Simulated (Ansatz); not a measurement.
Runs of Ansatz 0.2.0 on W. Symmetry: Im-3m, No. 229, cubic system. Conventional cell: a = 3.165 Å, b = 3.165 Å, c = 3.165 Å, α = 90.00°, β = 90.00°, γ = 90.00°. W (site symmetry m-3m) has 8 W at 2.74 Å as nearest neighbours. 

```csv
task,potentials or basis,spin,cell,k mesh,cutoff (eV),pressure (GPa)
relaxation of cell and atoms,"all-electron LAPW, scalar-relativistic",off,relaxed to 5 GPa,12 × 12 × 12,-,5.0
relaxation of cell and atoms,"all-electron LAPW, scalar-relativistic",off,relaxed to 30 GPa,12 × 12 × 12,-,30.0
relaxation of cell and atoms,"all-electron LAPW, scalar-relativistic",off,relaxed to 20 GPa,12 × 12 × 12,-,20.0
relaxation of cell and atoms,"all-electron LAPW, scalar-relativistic",off,relaxed to 10 GPa,12 × 12 × 12,-,10.0
band structure,"all-electron LAPW, scalar-relativistic",off,as given,9 × 9 × 9,286,-3.4
relaxation of cell and atoms,"all-electron LAPW, scalar-relativistic",off,relaxed,12 × 12 × 12,-,0.0
band structure,"all-electron LAPW, relativistic spinors","SOC, no magnetisation",as given,9 × 9 × 9,287,(a)
```

Alike in all rows: level PBEsol; smearing fermi-dirac 0.05 eV; basis error allowed 0.001 eV/atom.

Problem. Estimate the missing entries.

Solution. (a) -2.9.

Caveats: the k mesh is thin for a metal, which can move the energy by tens of meV per atom (some runs).
